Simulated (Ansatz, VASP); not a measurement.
Two plane-wave programs on ZnS

File INCAR:

```
ALGO = Normal
EDIFF = 1E-6
ENCUT = 520
GGA = PS
ISIF = 2
ISMEAR = 0
LASPH = True
LCHARG = True
LELF = True
LREAL = False
LVHAR = True
LWAVE = False
NBANDS = 16
NELM = 100
PREC = Accurate
SIGMA = 0.05
```

File KPOINTS:

```
k-points
0
Gamma
  14 14 14
```

The input POSCAR:

```
ZnS
1.0
    0.0000000000      2.5130196226      2.5130196226
    2.5130196226      0.0000000000      2.5130196226
    2.5130196226      2.5130196226      0.0000000000
Zn S
1 1
Direct
    0.0000000000      0.0000000000      0.0000000000
    0.5000000000      0.5000000000      0.5000000000
```

Input for Ansatz:

```yaml
crystal:
  lattice:
    - [0.0, 2.5130196226, 2.5130196226]
    - [2.5130196226, 0.0, 2.5130196226]
    - [2.5130196226, 2.5130196226, 0.0]
  atoms:
    - { symbol: Zn, position: [0.0, 0.0, 0.0] }
    - { symbol: S, position: [0.5, 0.5, 0.5] }
scf:
  occupations: { method: gaussian, width: 0.05 }
output:
  forces: true
  stress: true
  eigenvalues: true
hamiltonian:
  xc: pbesol
basis:
  ecutwfc: 500
kpoints:
  mp_grid: { grid: [14, 14, 14] }
```

Alike in both runs: task single point; functional PBEsol; k mesh 14 × 14 × 14; occupations gaussian, width 0.05 eV; no spin polarisation.

|  | VASP | Ansatz |
| --- | --- | --- |
| version | VASP 6.6.1 | Ansatz 0.2.0 |
| potentials or method | VASP PAW PBE potentials, release 64 (Zn, S) | scalar-relativistic, plane waves, PAW |
| plane-wave cutoff (eV) | 520 | 500 |
| valence electrons in the cell | 18 | 18 |

|  | VASP | Ansatz | Ansatz less VASP |
| --- | --- | --- | --- |
| gap on the k mesh at the Fermi level (eV) | none | none | - |
| pressure (GPa) | -0.2 | -0.5 | -0.25 |

A gap of «none» marks a metal or a gap that the smearing closes. The functional is the same, so the differences come from potentials, cutoffs and numerics.

Caveats: the PAW data sets were made with another functional, which shifts forces and pressure a little (VASP).
